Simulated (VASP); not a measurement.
# C (P6_3/mmc) in VASP: further runs, part 2 of 2

VASP 6.6.1. The steps go on from the part before.

## 3. Relaxation of cell and atoms, PBE+D3(BJ)

This run uses another cell than the first one, of 8.81 Å³/atom, 0.856 times its volume.

Input file INCAR:

```
SYSTEM = C
PREC     = Accurate       ! precision mode
ENCUT    = 520            ! plane-wave cutoff, eV
EDIFF    = 1E-7           ! SCF threshold, eV
ISMEAR   = 0              ! smearing method
SIGMA    = 0.02           ! smearing width, eV
LREAL    = .False.        ! projectors in reciprocal space
LASPH    = .True.         ! aspherical terms in the spheres
NELM     = 60             ! most SCF steps
ALGO     = Normal         ! electronic algorithm
ISIF     = 3              ! what is computed and relaxed
LWAVE    = .False.        ! write WAVECAR
LCHARG   = .False.        ! write CHGCAR
GGA      = PE             ! functional
IVDW     = 12             ! dispersion correction
IBRION   = 2              ! ionic algorithm
NSW      = 80             ! ionic steps
EDIFFG   = -0.002         ! ionic threshold
KPAR     = 4
```

Input file KPOINTS:

```
Automatic mesh
0
Gamma
  21 21 6
  0 0 0
```

Input file POSCAR:

```
C                                       
1.0
    2.4659369264     -0.0000000000      0.0000000000
   -1.2329684632      2.1355640227     -0.0000000000
    0.0000000000     -0.0000000000      6.6902034218
  C             
     4
Direct
     0.0000000000000000    0.0000000000000000    0.2500000000000000
     0.0000000000000000    1.0000000000000000    0.7500000000000000
     0.3333333300000021    0.6666666699999979    0.2500000000000000
     0.6666666699999979    0.3333333300000021    0.7500000000000000
```

Potentials or basis: VASP PAW PBE potentials, release 64 (C).

The run is started by

```bash
$ cat potpaw_PBE.64/C/POTCAR > POTCAR
$ mpirun -np 4 vasp_std > vasp.out
```

OUTCAR:

```text
SYSTEM = C
   PREC = Accurate
   ENCUT = 520
   EDIFF = 1E-7
   ISMEAR = 0
   LREAL = .False.
   LASPH = .True.
   NELM = 60
   ISIF = 3
   GGA = PE
   IVDW = 12
   IBRION = 2
   NSW = 80
   EDIFFG = -0.002
 IVDW          = 12

 ion  position               nearest neighbor table
   1  0.000  0.000  0.250-   3 1.42   3 1.42   3 1.42
   2  0.000  0.000  0.750-   4 1.42   4 1.42   4 1.42
   3  0.333  0.667  0.250-   1 1.42   1 1.42   1 1.42
   4  0.667  0.333  0.750-   2 1.42   2 1.42   2 1.42

  LATTYP: Found a hexagonal cell.
 ALAT       =     2.4659369264
 C/A-ratio  =     2.7130472601

  Lattice vectors:

 A1 = (   2.4659369264,   0.0000000000,   0.0000000000)
 A2 = (  -1.2329684632,   2.1355640227,   0.0000000000)
 A3 = (   0.0000000000,   0.0000000000,   6.6902034218)

Analysis of symmetry for initial positions (statically):
=====================================================================
 Subroutine PRICEL returns:
 Original cell was already a primitive cell.

 Routine SETGRP: Setting up the symmetry group for a
 hexagonal supercell.

 Subroutine GETGRP returns: Found 24 space group operations
 (whereof 12 operations were pure point group operations)
 out of a pool of 24 trial point group operations.

The static configuration has the point symmetry D_3d.
 The point group associated with its full space group is D_6h.

Analysis of symmetry for dynamics (positions and initial velocities):
=====================================================================
 Subroutine PRICEL returns:
 Original cell was already a primitive cell.

 Routine SETGRP: Setting up the symmetry group for a
 hexagonal supercell.

 Subroutine GETGRP returns: Found 24 space group operations
 (whereof 12 operations were pure point group operations)
 out of a pool of 24 trial point group operations.

The dynamic configuration has the point symmetry D_3d.
 The point group associated with its full space group is D_6h.

 Subroutine INISYM returns: Found 24 space group operations
 (whereof 12 operations are pure point group operations),
 and found     1 'primitive' translations

----------------------------------------------------------------------------------------

                                     Primitive cell

  volume of cell :      35.2317

  direct lattice vectors                    reciprocal lattice vectors
     2.465936926  0.000000000  0.000000000     0.405525376  0.234130185  0.000000000
    -1.232968463  2.135564023  0.000000000     0.000000000  0.468260370  0.000000000
     0.000000000  0.000000000  6.690203422     0.000000000  0.000000000  0.149472286

  length of vectors
     2.465936926  2.465936927  6.690203422     0.468260370  0.468260370  0.149472286

  position of ions in fractional coordinates (direct lattice)
     0.000000000  0.000000000  0.250000000
     0.000000000  0.000000000  0.750000000
     0.333333330  0.666666670  0.250000000
     0.666666670  0.333333330  0.750000000

  ion indices of the primitive-cell ions
   primitive index   ion index
                 1           1
                 2           2
                 3           3
                 4           4

----------------------------------------------------------------------------------------

 KPOINTS: Automatic mesh

Automatic generation of k-mesh.
 Grid dimensions read from file:
 generate k-points for:   21   21    6

 Generating k-lattice:

  Cartesian coordinates                     Fractional coordinates (reciprocal lattice)
     0.019310732  0.011149056  0.000000000     0.047619048  0.000000000  0.000000000
     0.000000000  0.022298113  0.000000000     0.000000000  0.047619048  0.000000000
     0.000000000  0.000000000  0.024912048     0.000000000  0.000000000  0.166666667

  Length of vectors
     0.022298113  0.022298113  0.024912048

  Shift w.r.t. Gamma in fractional coordinates (k-lattice)
     0.000000000  0.000000000  0.000000000

 Subroutine IBZKPT returns following result:
 ===========================================

 Found    192 irreducible k-points:

 Following reciprocal coordinates:
            Coordinates               Weight
  0.000000  0.000000  0.000000      1.000000
  0.047619 -0.000000  0.000000      6.000000
  0.095238 -0.000000  0.000000      6.000000
  0.142857 -0.000000  0.000000      6.000000
  0.190476 -0.000000  0.000000      6.000000
  0.238095 -0.000000  0.000000      6.000000
[... 16 lines left out ...]
  0.142857  0.095238  0.000000     12.000000
  0.190476  0.095238  0.000000     12.000000
 [... further k-points ...]
   k-points           NKPTS =    192   k-points in BZ     NKDIM =    192   number of bands    NBANDS=     12
   number of dos      NEDOS =    301   number of ions     NIONS =      4
   total plane-waves  NPLWV =  16200
   dimension x,y,z NGX =    18 NGY =   18 NGZ =   50
   dimension x,y,z NGXF=    36 NGYF=   36 NGZF=  100
   ions per type =               4
   NGX,Y,Z   is equivalent  to a cutoff of  12.14, 12.14, 12.42 a.u.
   NGXF,Y,Z  is equivalent  to a cutoff of  24.27, 24.27, 24.85 a.u.
 SYSTEM =  C
   PREC   = accura    normal or accurate (medium, high low for compatibility)
   ISTART =      0    job   : 0-new  1-cont  2-samecut
   ICHARG =      2    charge: 1-file 2-atom 10-const
   ISPIN  =      1    spin polarized calculation?
   LNONCOLLINEAR =      F non collinear calculations
   LSORBIT =      F    spin-orbit coupling
   LASPH  =      T    aspherical Exc in radial PAW
   ENCUT  =  520.0 eV  38.22 Ry    6.18 a.u.   4.59  4.59 12.44*2*pi/ulx,y,z
   NELM   =     60;   NELMIN=  2; NELMDL= -5     # of ELM steps
   EDIFF  = 0.1E-06   stopping-criterion for ELM
   LREAL  =      F    real-space projection
   EDIFFG = -.2E-02   stopping-criterion for IOM
   NSW    =     80    number of steps for IOM
   IBRION =      2    ionic relax: 0-MD 1-quasi-New 2-CG
   NFREE  =      1    steps in history (QN), initial steepest desc. (CG)
   ISIF   =      3    stress and relaxation
   ISYM   =      2    0-nonsym 1-usesym 2-fastsym
   POTIM  = 0.5000    time-step for ionic-motion
   TEBEG  =    0.0;   TEEND  =   0.0 temperature during run
   PSTRESS=    0.0 pullay stress
   NELECT =      16.0000    total number of electrons
   NUPDOWN=      -1.0000    fix difference up-down
   EMIN   =  10.00;   EMAX   =-10.00  energy-range for DOS
   EFERMI =   0.00;   METHOD = LEGACY
   ISMEAR =     0;   SIGMA  =   0.02  broadening in eV -4-tet -1-fermi 0-gaus
   EFERMI_NEDOS =   21; number of points for ismear=-14 and -15
   IALGO  =     38    algorithm
   IMIX   =      4    mixing-type and parameters
     AMIX     =   0.40;   BMIX     =  1.00
     AMIX_MAG =   1.60;   BMIX_MAG =  1.00
  volume/ion in A,a.u.               =       8.81        59.44
  Fermi-wavevector in a.u.,A,eV,Ry     =   1.258356  2.377948 21.544279  1.583460
  Thomas-Fermi vector in A             =   2.391970
   LORBIT       =      0    0 simple, 1 ext, 2 COOP (PROOUT), +10 PAW based schemes
   GGA     = PE    functional components
   LHFCALC =     F    Hartree Fock is set to
   AEXX    =    0.0000 exact exchange contribution
   IVDW    =    12    specifies the selected vdW correction
   LEPSILON=     F    determine dielectric tensor
   LRPA    =     F    only Hartree local field effects (RPA)
 conjugate gradient relaxation of ions
 non-spin polarized calculation
 Gauss-broadening in eV      SIGMA  =   0.02
  energy-cutoff  :      520.00
  volume of cell :       35.23
 maximum number of plane-waves:       979
   NGX =  9   NGY =  9   NGZ = 25

--------------------------------------- Ionic step        1  -------------------------------------------

 number of electron      15.9999994 magnetization

 Free energy of the ion-electron system (eV)
  ---------------------------------------------------
  ext. energy  EPLUGINS =         0.00000000
  ---------------------------------------------------
  free energy    TOTEN  =       -36.84179495 eV

  energy without entropy =      -36.84170550  energy(sigma->0) =      -36.84175022

------------------------ aborting loop because EDIFF is reached ----------------------------------------

 Edisp (eV)   -0.62750

 E8    (eV) :    -0.1779
[... 327 lines left out ...]
--------------------------------------- Ionic step        9  -------------------------------------------

 number of electron      15.9999994 magnetization

 Free energy of the ion-electron system (eV)
  ---------------------------------------------------
  ext. energy  EPLUGINS =         0.00000000
  ---------------------------------------------------
  free energy    TOTEN  =       -36.84600682 eV

  energy without entropy =      -36.84591461  energy(sigma->0) =      -36.84596071

 E-fermi :   4.6417     XC(G=0): -10.3030

 val. band max:        4.6391694864   @ k =   0.3333   0.3333   0.5000
 cond. band min:       4.6503404948   @ k =   0.3333   0.3333   0.3333
 fundamental gap:      0.0111710084
 Fermi energy:         4.6416553777

 k-point     1 :       0.0000    0.0000    0.0000
  band No.  band energies     occupation
      1     -14.9905      2.00000
      2     -14.6959      2.00000
      3      -3.8461      2.00000
      4      -1.9030      2.00000
      5       1.6281      2.00000
      6       1.6281      2.00000
      7       1.6461      2.00000
      8       1.6461      2.00000
      9       8.9185      0.00000
     10      12.9583      0.00000
     11      12.9583      0.00000
     12      13.0091      0.00000
[... 331 lines left out ...]
 k-point    24 :       0.1905    0.0952    0.0000
  band No.  band energies     occupation
      1     -13.4887      2.00000
      2     -13.2208      2.00000
      3      -2.5352      2.00000
      4      -2.4566      2.00000
      5      -2.0378      2.00000
      6      -0.8642      2.00000
      7      -0.8147      2.00000
      8      -0.2281      2.00000
      9      10.7546      0.00000
     10      11.6808      0.00000
     11      12.1868      0.00000
     12      13.4792      0.00000

 [... further k-points ...]

------------------------ aborting loop because EDIFF is reached ----------------------------------------

 Edisp (eV)   -0.62340

 E8    (eV) :    -0.1766
[... 27 lines left out ...]
  FREE ENERGIE OF THE ION-ELECTRON SYSTEM (eV)
  ---------------------------------------------------
  free  energy   TOTEN  =       -37.4694082706 eV

  energy  without entropy=      -37.4693160642  energy(sigma->0) =      -37.46936217

 reached required accuracy - stopping structural energy minimisation
```

Wall time 47 s (4 MPI ranks of Intel Xeon Platinum 8488C (Sapphire Rapids), shared host); peak memory 0.19 GiB.

What came out:

* Free energy: -37.4694 eV
* Relaxed volume: 8.86 Å³/atom
* Relaxed cell: a = 2.466 Å, b = 2.466 Å, c = 6.727 Å, α = 90.00°, β = 90.00°, γ = 120.00°
* Space group after relaxing (to 0.05 Å): P6_3/mmc (No. 194)
* Energy gained by relaxing: 0.0 meV/atom
* Ionic steps: 9
* Pressure after relaxing: 0.0 GPa
* Band gap on the k mesh: none (metal or under the smearing width)
* Dispersion energy per atom: -0.156 eV

Step by step:
```tsv
step	energy change (eV)	largest force (eV/Å)	pressure (GPa)	volume (Å³)
1	0.0000	0.0000	0.18	35.23
2	0.0000	0.0000	-0.23	35.28
3	0.0000	0.0000	0.00	35.25
4	0.0000	0.0000	-0.01	35.27
5	-0.0001	0.0000	0.04	35.34
6	-0.0001	0.0000	0.07	35.46
7	-0.0001	0.0000	0.06	35.43
8	-0.0001	0.0000	-0.37	35.49
9	-0.0001	0.0000	0.00	35.43
```

Final structure:
```
C
1.0
     2.46628    0.00000    0.00000
    -1.23314    2.13586    0.00000
     0.00000    0.00000    6.72676
C
4
Cartesian
  0.0000 0.0000 1.6817
  0.0000 0.0000 5.0451
  0.0000 1.4239 1.6817
  1.2331 0.7120 5.0451
```

Levels at points of the mesh, in eV from the Fermi level:
| k point | band 4 | band 5 | band 6 | band 7 | band 8 | band 9 | band 10 | band 11 | band 12 |
| --- | --- | --- | --- | --- | --- | --- | --- | --- | --- |
| (0.00, 0.00, 0.00) | -6.54 | -3.01 | -3.01 | -3.00 | -3.00 | 4.28 | 8.32 | 8.32 | 8.37 |
| (0.00, 0.00, 0.50) | -7.61 | -3.00 | -3.00 | -3.00 | -3.00 | 6.90 | 6.90 | 8.34 | 8.34 |

## 4. Vibrations by finite differences, PBE+D3(BJ)

This run uses another cell than the first one, of 8.86 Å³/atom, 0.861 times its volume.

Input file INCAR:

```
SYSTEM = C
PREC     = Accurate       ! precision mode
ENCUT    = 520            ! plane-wave cutoff, eV
EDIFF    = 1E-8           ! SCF threshold, eV
ISMEAR   = 0              ! smearing method
SIGMA    = 0.02           ! smearing width, eV
LREAL    = .FALSE.        ! projectors in reciprocal space
LASPH    = .TRUE.         ! aspherical terms in the spheres
NELM     = 60             ! most SCF steps
ALGO     = Normal         ! electronic algorithm
ISIF     = 2              ! what is computed and relaxed
LWAVE    = .FALSE.        ! write WAVECAR
LCHARG   = .FALSE.        ! write CHGCAR
GGA      = PE             ! functional
IVDW     = 12             ! dispersion correction
IBRION   = 6              ! ionic algorithm
NFREE    = 2            
POTIM    = 0.015          ! step
NSW      = 1              ! ionic steps
KPAR     = 4
```

Input file KPOINTS:

```
Automatic mesh
0
G
  21 21 6
  0 0 0
```

Input file POSCAR:

```
C                                       
1.0
    2.4662784815      0.0000000000      0.0000000000
   -1.2331392407      2.1358598181     -0.0000000000
    0.0000000000     -0.0000000000      6.7267631529
  C             
     4
Direct
     0.0000000000000000    0.0000000000000000    0.2500000000000000
     0.0000000000000000    0.0000000000000000    0.7500000000000000
     0.3333333300000021    0.6666666699999979    0.2500000000000000
     0.6666666699999979    0.3333333300000021    0.7500000000000000
```

The run is started by

```bash
$ cat potpaw_PBE.64/C/POTCAR > POTCAR
$ mpirun -np 4 vasp_std > vasp.out
```

It took 2.7 min on 4 MPI ranks of Intel Xeon Platinum 8488C (Sapphire Rapids), shared host; peak memory 0.59 GiB.

It converged, with:

```yaml
Highest_phonon_frequency_at_Γ: 1555 cm⁻¹
Dispersion_energy_per_atom: -0.156 eV
```

Phonon frequencies in cm⁻¹ (negative: imaginary):
| q point | frequencies |
| --- | --- |
| (0.000, 0.000, 0.000) | 0 0 0 10 10 117 863 869 1551 1551 1555 1555 |
